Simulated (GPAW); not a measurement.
Runs of GPAW 26.7.0 on GaN. The structure is hexagonal, space group P6_3mc (No. 186). The conventional cell has a = 3.180 Å, b = 3.180 Å, c = 5.166 Å, α = 90.00°, β = 90.00°, γ = 120.00°. Ga (site symmetry 3m) is surrounded by 4 N at 1.94 to 1.95 Å. N (site symmetry 3m) is surrounded by 4 Ga at 1.94 to 1.95 Å. 

```tsv
task	level	potentials or basis	spin	cell	eigensolver	band path	band points	spin axis theta (degrees)	spin axis phi (degrees)	gap on the mesh (eV)	pressure (GPa)	largest force (eV/Å)
band structure	revTPSS	GPAW PAW data sets (gpaw-data 1.2.1), pw	SOC, no magnetisation	as given	davidson	GMKGALHA,LM,KH	100	90	45	1.87	(a)	0.18
band structure	MS2	GPAW PAW data sets (gpaw-data 1.2.1), pw	SOC, no magnetisation	as given	-	GMKGALHA,LM,KH	100	0	0	(b)	9.9	0.21
relaxation of cell and atoms	rSCAN+D3(BJ)	GPAW PAW data sets (gpaw-data 1.2.1), pw	off	relaxed	-	-	-	-	-	2.40	0.0	0.01
band structure	PBEsol	PAW data sets generated in the run's folder for this functional, pw	SOC, no magnetisation	as given	-	GMKGALHA,LM,KH	100	90	0	2.03	9.3	0.18
```

Alike in all rows: k mesh 7 × 7 × 4; cutoff (eV) 800; smearing fermi-dirac 0.05 eV.

Task: Estimate the missing entries.

Result: (a) 12.5; (b) 2.08.

Caveats: spin-orbit coupling was added after a scalar SCF, so levels and gaps hold it while energy, forces, pressure and moments don't (some runs); this program's spin-orbit splittings come out too wide for heavy elements (some runs); the PAW data sets were made with another functional, which shifts forces and pressure a little (some runs); later steps reuse the first step's grids (some runs).

A k mesh can miss the band edges, and rows without SOC leave out spin-orbit coupling on Ga.

Runs at the PBE level aren't shown here.
